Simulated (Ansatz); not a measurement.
# Pt (sc type): how the settings move a single-point run

Aim: see which settings change the result for Pt (sc type), by how much, and at what cost.

Computed with Ansatz 0.2.0 (reference: DFT, PBE, PAW with Ansatz's default frozen-core files, scalar-relativistic, unless a step's input says otherwise).

### Step 1. The starting structure

The structure is cubic, space group Pm-3m (No. 221). Conventional cell: a = 2.189 Å, b = 2.189 Å, c = 2.189 Å, α = 90.00°, β = 90.00°, γ = 90.00°. Around Pt (site symmetry m-3m) lie 6 Pt at 2.19 Å.

Coordinates:

```
CELL_PARAMETERS angstrom
2.18859 0.00000 0.00000
0.00000 2.18859 0.00000
0.00000 0.00000 2.18859
ATOMIC_POSITIONS crystal
Pt 0.00000 0.00000 0.00000
```

### Step 2. Baseline

input.yaml

```yaml
crystal:
  lattice:
    - [2.1885918071, 0.0, 0.0]
    - [0.0, 2.1885918071, 0.0]
    - [0.0, 0.0, 2.1885918071]
  atoms:
    - { symbol: Pt, position: [0.0, 0.0, 0.0] }
kpoints:
  mp_grid: { grid: [16, 16, 16] }
scf:
  occupations: { method: fermi_dirac, width: 0.05 }
hamiltonian:
  xc: pbe
  pseudopotentials: { kind: paw }
output:
  forces: true
  stress: true
  eigenvalues: true
  populations: true
```

The run is started by

```sh
$ ansatz run input.yaml --threads 1 --pin off --max-ram 2048MiB --backend cpu --events-out ev --progress --plain --runs-dir out
```

### Step 3. Changing settings: mp_grid.grid [24, 24, 24]

Edit input.yaml of step 2 so:

```diff
@@ -8,3 +8,3 @@
 kpoints:
-  mp_grid: { grid: [16, 16, 16] }
+  mp_grid: { grid: [24, 24, 24] }
 scf:
@@ -19 +19,5 @@
   populations: true
+  write_density: true
+  write_potential: true
+  elf: true
+  volumetric_format: npy
```

Q: Predict the outcome of this session. Wanted: for each run, ending; energy change; pressure; gap; force.

**Answer**, as computed:

| run | ending | energy change | pressure (GPa) | gap (eV) | force (eV/Å) | cycles | time |
| --- | --- | --- | --- | --- | --- | --- | --- |
| reference | converged | 0 | 410.6 | 0.00 | 0.00 | 6 | 2.2 s |
| 1: mp_grid.grid [24, 24, 24] | converged | +6.3 meV/atom | 411.2 | 0.00 | 0.00 | 6 | 5.5 s |

Times don't compare one to one where runs were asked for different outputs or read a saved state (see the inputs); cycles may leave out searches for a lower state.

Residual by cycle in the longest SCF loop of each run; runs are numbered as in the table. The quantity is the density residual dr2, in eV.

| cycle | reference | run 1 |
| --- | --- | --- |
| 1 | 0.00182 | 0.00243 |
| 2 | 5.7e-4 | 7.6e-4 |
| 3 | 1.1e-6 | 1.2e-6 |
| 4 | 2.2e-8 | 7.7e-8 |
| 5 | 2.3e-9 | 8.4e-9 |
| 6 | 9.9e-11 | 1.1e-10 |

Changing the k-point mesh moves the energy by +6.3 meV/atom, and the pressure goes from 410.6 to 411.2 GPa. The energy is not variational in the mesh, so the sign tells nothing. The structure is not at rest: the sound run finds 411 GPa, so these are no properties of the relaxed crystal. 
